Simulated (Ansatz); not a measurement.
## One structure, 4 elements: PbO, PbS, PbSe, TePb

Plane-wave DFT in Ansatz with scalar-relativistic PAW potentials, cutoff 420 eV, Γ-centred meshes chosen by cell and gap, Gaussian smearing with energies taken to zero width. Every cell was relaxed (cell and atoms) in a run of its own, within the symmetry of its start. Functional: PBE.

All members share space group Fm-3m and the same sites; only the element on one set of sites changes (O, S, Se, Te). Members needn't be the stable form of their composition. Energies over the elements, where given, are against the elements' standard states in the same functional (H₂, N₂, O₂ and halogens uncorrected, Hg as a solid). The first member:

Space group Fm-3m (No. 225). a = 5.264 Å, b = 5.264 Å, c = 5.264 Å, α = 90.00°, β = 90.00°, γ = 90.00°
| atom | site | symmetry | x | y | z |
| --- | --- | --- | --- | --- | --- |
| Pb | 4a | m-3m | 0.0000 | 0.0000 | 0.0000 |
| O | 4b | m-3m | 0.5000 | 0.0000 | 0.0000 |

| compound | V (Å³/atom) | a (Å) | gap on mesh (eV) | energy over elements (eV/atom) |
| --- | --- | --- | --- | --- |
| PbO | 18.24 | 5.264 | 0.41 | -0.906 |
| PbSe | 30.05 | 6.218 | 0.43 | -0.565 |
| TePb | 35.44 | 6.570 | 0.83 | -0.408 |

Predict the member with S.

V (Å³/atom) 27.12, a (Å) 6.009, gap on mesh (eV) 0.49, energy over elements (eV/atom) -0.550. Interpolating linearly in period between O and Se would give 24.14 Å³/atom (11.0 % too small) and a gap of 0.42 eV, with -0.736 eV/atom over the elements. Over the whole series the volume grows at each step down the group; the gap has no steady trend; binding against the elements is strongest for O.

Spin-orbit coupling is left out, which matters for the bands of heavy elements. For Tl, Pb and Bi spin-orbit coupling shifts energies too.